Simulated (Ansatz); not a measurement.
# Honeycomb AsN monolayer in a perpendicular field, part 3 of 3

Aim: how the honeycomb AsN monolayer screens a field along its normal, and what the field does to its bands. A positive field points along +c.

Ansatz 0.2.0; plane-wave DFT, PBE-D3(BJ), Ansatz PAW.

So far, gap along the path (eV): step 3 (single point, field 0) 2.02; step 4 (field 0.1 V/Å) 2.02.

### 5. Atoms held, field -0.1 V/Å

The input, input.yaml:

```yaml
crystal:
  lattice:
    - [2.9518495977, 0.0, 0.0]
    - [-1.4759247989, 2.5563767398, 0.0]
    - [0.0, 0.0, 18.9533811273]
  atoms:
    - { symbol: "N", position: [0.6666666667, 0.3333333333, 0.4748493126] }
    - { symbol: As, position: [0.3333333333, 0.6666666667, 0.5251506874] }
kpoints:
  mp_grid: { grid: [18, 18, 1] }
  band_path:
    path: [[0, 0, 0], [0.5, 0, 0], [0.33333333, 0.33333333, 0], [0, 0, 0]]
    npoints: 16
hamiltonian:
  xc: pbe
  dispersion: d3bj
scf:
  occupations: { method: fermi_dirac, width: 0.02585 }
  convergence: { dr2_threshold: 1.0e-10 }
efield:
  axis: 3
  dipole_correction: true
  ramp_position: 0.97
  ramp_width: 0.06
  amplitude: -0.1
output:
  write_potential: true
  write_density: true
  volumetric_format: npy
```

The run is started by

```console
> ansatz run input.yaml --threads 2 --pin off --max-ram 3072MiB --backend cpu --events-out ev --progress --plain --runs-dir out
```

Numbers of over 12 decimals in the logs are rounded to 6 here.

The log of the run:

```text
[...]
Crystal: 2 atoms, lattice volume = 143.023 Å³
Basis set: ecut = 420 eV, 2715 PW (Γ)
Bands: 14, of which v1, the nominal top of the filled ones, is band 10 counted from 1 (9 counted from 0)
Symmetry: 6 space group operations
[...]
k-points: 37 of 324 (time reversal used)
[...]
--- Band table (eV; the first three rows and the last of 37) ---
  k-point 0: bands = [... 6 lower, -11.2810, -5.0729, -5.0729, -3.9981, -0.8795, 1.5888, 2.7247, 2.9543]
  k-point 1: bands = [... 6 lower, -11.2509, -5.4409, -5.1471, -3.9392, -0.6239, 1.6668, 2.6932, 2.8064]
  k-point 2: bands = [... 6 lower, -11.1743, -6.2669, -5.3514, -3.8345, -0.0955, 1.8401, 2.1838, 3.0297]
  k-point 36: bands = [... 6 lower, -13.8363, -10.1414, -5.9472, -4.8856, -0.8519, 1.7109, 4.2278, 7.8241]
[key lines of the parts left out:]
SCF converged after 13 iterations
Free energy (F): -5239.146912 eV
Fermi energy:    -2.564961 eV
Dipole field:    D = 0.082025 V/Å  (p = 0.064832 e·Å, saw-weighted, corrected)
```

Elapsed: 2.9 s, on 2 threads of AMD EPYC 9R45, shared host; peak memory 0.48 GiB.

The dipole is 0.0648 e·Å, -0.0131 e·Å from its value without field, and the gap 2.024 eV.

### 6. Response, atoms held

This step: plane-wave DFT, PBE-D3(BJ), Ansatz PAW; response to a field along the normal, atoms held (Ansatz 0.2.0).

The dipoles give the slope, and the difference of two potentials shows where the field is screened.

This step gave:

| Item | Value |
| --- | --- |
| equivalent conductor thickness p/(ε₀AE) | 3.127 Å |
| distance between the outer atoms | 0.9534 Å |

The dipole of the cell by applied field:

```
applied field (V/Å)  dipole of the cell (e·Å)
            -0.1000                    0.0648
             0.0000                    0.0779
             0.1000                    0.0909
```

Local field over the applied field, running mean. From the potentials at -0.1 and 0.1 V/Å; running mean over 2.5 Å. Table of local field over applied field by z:

```
z (Å)  local field over applied field
 4.15                           1.000
 4.44                           1.000
 4.74                           0.999
 5.03                           0.999
 5.33                           0.997
 5.63                           0.994
 5.92                           0.989
 6.22                           0.978
 6.52                           0.958
 6.81                           0.924
 6.96                           0.899
 7.26                           0.833
 7.55                           0.747
 7.85                           0.650
 8.14                           0.545
 8.44                           0.435
 8.74                           0.332
 9.03                           0.244
 9.33                           0.174
 9.62                           0.132
 9.92                           0.129
10.22                           0.162
10.51                           0.224
10.81                           0.312
11.11                           0.411
11.40                           0.514
11.70                           0.615
11.99                           0.715
12.14                           0.761
12.44                           0.841
12.73                           0.900
13.03                           0.940
13.33                           0.965
13.62                           0.980
13.92                           0.989
14.21                           0.994
14.51                           0.997
14.81                           0.998
```

The induced electron density oscillates, so the rows of the table below give means over windows of 0.5 Å about each position, cut where the curve ends. Its maxima inside the range that stand out by 2 % of the span (Å: e/Å³ per V/Å): 8.29: 0.00384, 9.18: 0.00192, 10.37: -3.4e-4. Its minima: 8.88: 0.00113, 10.07: -9.3e-4, 11.25: -0.00352.

Electrons, planar mean, per unit field. Induced electron density against z; means over each step:

z (Å), induced electron density (e/Å³ per V/Å) and a bar from the least value:
```
      4.5    0.00000 ###############
      5.0    0.00001 ###############
      5.5    0.00002 ###############
      6.0    0.00006 ###############
      6.5    0.00019 ################
      7.0    0.00056 #################
      7.5    0.00151 ######################
      8.0    0.00311 ##############################
      8.5    0.00314 ##############################
      9.0    0.00150 ######################
      9.5    0.00067 ##################
     10.0   -0.00076 ###########
     10.5   -0.00087 ###########
     11.0   -0.00300 
     11.5   -0.00304 
     12.0   -0.00176 ######
     12.5   -0.00081 ###########
     13.0   -0.00033 #############
     13.5   -0.00013 ##############
     14.0   -0.00005 ###############
     14.5   -0.00002 ###############
```

The smaller of the gaps on the path and on the k-mesh, counted as 0 under 0.03 eV. The gap stays at 2.02 eV for applied field from -0.1 to 0.1 V/Å.

By hand: between -0.1 and 0.1 V/Å the dipole changes by 0.02608 e·Å, a slope of 0.1304 e·Å²/V. A perfect conductor of thickness t has p = ε₀AEt, so t = 180.95 × 0.1304 / 7.546 = 3.13 Å (e/ε₀ = 180.95 V·Å, A in Å²).

The induced dipole is that of a conductor 3.13 Å thick.

### 7. What came out

```yaml
gap_without_field: 2.02 eV
ionisation_energy_upper_face: 5.74 eV
electron_affinity_upper_face: 3.71 eV
step_between_the_vacuum_levels: -1.87 eV
equivalent_conductor_thickness_atoms_held: 3.13 Å
```

The induced dipole equals that of a perfect conductor 3.13 Å thick, while the outer atoms lie 0.95 Å apart; an out-of-plane ε follows only once a thickness t is chosen, by 1 − 1/ε = 3.13 Å / t. The two faces differ: the vacuum level above lies 1.87 eV lower than the one below. The gap stays within 0.01 eV of 2.02 eV over the fields run, up to 0.1 V/Å in size. Semilocal functionals give gaps that are too small, and excitons are not included. Spin-orbit coupling is left out.

[Logs are printed without paths, hosts, clocks, repeated set-up lines and the standing remarks that a program may print on its own settings, such as how far it seeks lower states.]

[Hosts, paths, dates, database ids (printed as entryN), source tags and the programs' standing remarks are cut or masked in the printed files.]

[Maps of the electrostatic potential energy from Ansatz leave out the sawtooth potential of an applied field or a dipole correction, so their vacuum need not be flat; planar profiles and work functions include it.]
